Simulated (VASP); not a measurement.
Runs of VASP 6.6.1 on HgTe (Coloradoite). Symmetry: F-43m, No. 216, cubic system. The conventional cell has a = 6.429 Å, b = 6.429 Å, c = 6.429 Å, α = 90.00°, β = 90.00°, γ = 90.00°. Hg (site symmetry -43m) is surrounded by 4 Te at 2.78 Å. Around Te (site symmetry -43m) lie 4 Hg at 2.78 Å. 

| task | level | potentials or basis | cell | k mesh | cutoff (eV) | smearing | mesh quality | gap on the mesh (eV) | pressure (GPa) | relaxed volume (Å³/atom) |
| --- | --- | --- | --- | --- | --- | --- | --- | --- | --- | --- |
| single point | PBE | VASP PAW PBE potentials, release 64 (Hg, Te) | as given | 7 × 7 × 7 | 520 | gaussian 0.029 eV | not flagged | none | 4.6 | - |
| relaxation of cell and atoms | PBE+TS | VASP PAW PBE potentials, release 64 (Hg, Te) | relaxed | 7 × 7 × 7 | 600 | fermi-dirac 0.05 eV | not flagged | none | 0.0 | 35.16 |
| relaxation of cell and atoms | PBEsol+D3 | VASP PAW PBE potentials, release 64 (Hg, Te) | relaxed | 7 × 7 × 7 | 600 | fermi-dirac 0.05 eV | not flagged | none | 0.0 | 33.45 |
| single point | PBE | VASP PAW PBE potentials, release 64 (Hg, Te) | as given | 7 × 7 × 7 | 520 | gaussian 0.027 eV | not flagged | none | 4.6 | - |
| relaxation of cell and atoms | BEEF-vdW | VASP PAW PBE potentials, release 64 (Hg, Te) | relaxed | 7 × 7 × 7 | 600 | fermi-dirac 0.05 eV | not flagged | none | 0.0 | 38.35 |
| relaxation of cell and atoms | PBE+D4 | VASP PAW PBE potentials, release 64 (Hg, Te) | relaxed | 7 × 7 × 7 | 600 | fermi-dirac 0.05 eV | not flagged | none | 0.0 | 35.09 |
| relaxation of cell and atoms | PBE+D3 | VASP PAW PBE potentials, release 64 (Hg, Te) | relaxed | 7 × 7 × 7 | 600 | fermi-dirac 0.05 eV | not flagged | none | 0.0 | (b) |
| band structure | PBE | VASP PAW PBE potentials, release 64 (Hg_sv_GW, Te_GW) | as given | 7 × 7 × 7 | 600 | fermi-dirac 0.05 eV | not flagged | - | 4.5 | - |
| relaxation of cell and atoms | vdW-DF | VASP PAW PBE potentials, release 64 (Hg, Te) | relaxed | 7 × 7 × 7 | 600 | fermi-dirac 0.05 eV | not flagged | none | 0.0 | (a) |
| relaxation of cell and atoms | PBE+rVV10 | VASP PAW PBE potentials, release 64 (Hg, Te) | relaxed | 7 × 7 × 7 | 600 | fermi-dirac 0.05 eV | not flagged | none | 0.0 | 35.97 |
| single point | PBE | VASP PAW PBE potentials, release 64 (Hg_sv_GW, Te_GW) | as given | 3 × 3 × 3 | 400 | gaussian 0.02 eV | coarse | none | 4.8 | - |
| relaxation of cell and atoms | optB88-vdW | VASP PAW PBE potentials, release 64 (Hg, Te) | relaxed | 7 × 7 × 7 | 600 | fermi-dirac 0.05 eV | not flagged | none | 0.0 | 36.54 |

Alike in all rows: no spin polarisation.

Fill in the values left out.

(a) 39.24; (b) 35.15.

Caveats: some runs use coarse meshes; pairwise dispersion overbinds metals, which lowers pressure and volume (some runs); the PAW data sets were made with another functional, which shifts forces and pressure a little (some runs); the volume moved by over 15 % at a fixed basis, so the end points are rough (some runs); atom-pairwise D2, TS and ULG terms overbind metals (some runs); the volume moved by +15 % from the deposited cell, more than functionals usually miss (some runs); the volume moved by +18 % from the deposited cell, more than functionals usually miss (some runs); the volume moved by +10 % from the deposited cell, more than functionals usually miss (some runs).

A k mesh can miss the band edges, and the runs leave out spin-orbit coupling on Hg, Te.

A gap of «none» marks a metal or a gap under the smearing width.

Not every run made on this cell is shown here.
